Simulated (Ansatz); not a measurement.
## What a trial cell of Se relaxes into

Method: DFT PBE, scalar-relativistic, plane waves, PAW in Ansatz 0.2.0.

The start puts Se on the alpha-gallium structure type (Cmce, No. 64), at a guessed volume.

The final relaxation ran on this input, with the default PAW datasets:

```yaml
crystal:
  lattice:
    - [2.5642234001, -4.7559050478, 0.0]
    - [2.5642234001, 4.7559050478, 0.0]
    - [0.0, 0.0, 4.3354560207]
  atoms:
    - { symbol: Se, position: [0.6050545668, 0.3949454332, 0.6555305263] }
    - { symbol: Se, position: [0.1050545668, 0.8949454332, 0.8444694737] }
    - { symbol: Se, position: [0.3949454332, 0.6050545668, 0.3444694737] }
    - { symbol: Se, position: [0.8949454332, 0.1050545668, 0.1555305263] }
basis:
  ecutwfc: 420
kpoints:
  mp_grid: { grid: [10, 10, 10] }
hamiltonian:
  xc: pbe
scf:
  occupations: { method: gaussian, width: 0.1 }
output:
  forces: true
  stress: true
  eigenvalues: true
relax:
  adjacent_minimum: "off"
  f_tol: 0.01
  max_steps: 80
  cell: { stress_tol: 0.05 }
```

It can be run as:

```bash
ansatz run input.yaml --threads 1 --pin off --backend cpu --events-out ev --progress --plain --runs-dir out  # memory cap (--max-ram) not shown
```

The program printed at the end:

```
SCF converged after 7 iterations
Free energy (F): -21875.750733 eV
Harris-Foulkes:  -21875.750733 eV  (|F-HF|=0.00e0)
Internal energy: -21875.748898 eV  (E = F + TS)
E sigma→0 (E₀):  -21875.749815 eV
Entropy (-TS):   -0.001835 eV (-0.459 meV/atom)
Fermi energy:    7.594486 eV
--- Per-component energies (eV) ---
  E_band       = -1604.171016
  E_kinetic    = 466.418135
  E_local      = -9970.009263  (includes V_loc(G=0)·N_el)
  E_nonlocal   = -2377.125239
  E_hartree    = 4897.822979
  E_xc         = -413.469315
  E_vxc        = -388.124395  (∫ρ·V_xc dr)
  E_paw        = -7648.437107  (= ΣΔE_a)
  E_vpaw       = 869.026008  (= ΣTr[D̂ρ^β])
  E_aug_tail   = -0.002368  (compensation charges beyond the density's cutoff)
  E_ewald      = -6830.946720
  E_smearing   = -0.001835  (= −TS)
  E_closure    = 0.000000  (closes the sum)
  Σ components = -21875.750733   (vs F -21875.750733, Δ=0.00e0)
--- Forces (eV/Å), atoms counted from 1 ---
  atom   1  Se     0.00000000    -0.00437576     0.00142713
  atom   2  Se     0.00000000    -0.00437576    -0.00142713
  atom   3  Se     0.00000000     0.00437576    -0.00142713
  atom   4  Se     0.00000000     0.00437576     0.00142713
  max |Σ_I F_I| component: 3.47e-18 eV/Å
--- Stress (GPa, compression-positive) ---
        0.012919       0.000000       0.000000
        0.000000       0.042058       0.000000
        0.000000       0.000000       0.016521
  P = ⅓ Tr σ = 0.0238 GPa (0.238 kbar)
--- Relaxed structure (6 steps of the walk, 6 accepted, 1 SCFs on fresh bases) ---
  F+E_penalty+E_count = -21875.75073268 eV   max|allowed force component| = 4.376e-3 eV/Å   (the final SCF, on the basis selected at the relaxed cell)
  cell:  # Å, volume = 104.6216 Å³
    - [2.544297, -4.813112, 0.0]
    - [2.544297, 4.813112, 0.0]
    - [0.0, 0.0, 4.271667]
  atoms:
    - { symbol: Se, position: [0.605643, 0.394357, 0.653766] }
    - { symbol: Se, position: [0.105643, 0.894357, 0.846234] }
    - { symbol: Se, position: [0.394357, 0.605643, 0.346234] }
    - { symbol: Se, position: [0.894357, 0.105643, 0.153766] }
```

Total energies depend on the potentials used, so only differences within one code and one set of settings carry meaning.

The result has space group Cmce (No. 64). Around Se lie 1 Se at 2.42 Å and 2 Se at 2.67 Å.

It lies 0.14 eV/atom above the element's standard state at the same level.

For metals, differences of a few meV/atom aren't resolved. Weakly bound directions are ill-defined at this level, which has no dispersion term.

Symmetry constrained the relaxation, so the result can be a saddle point.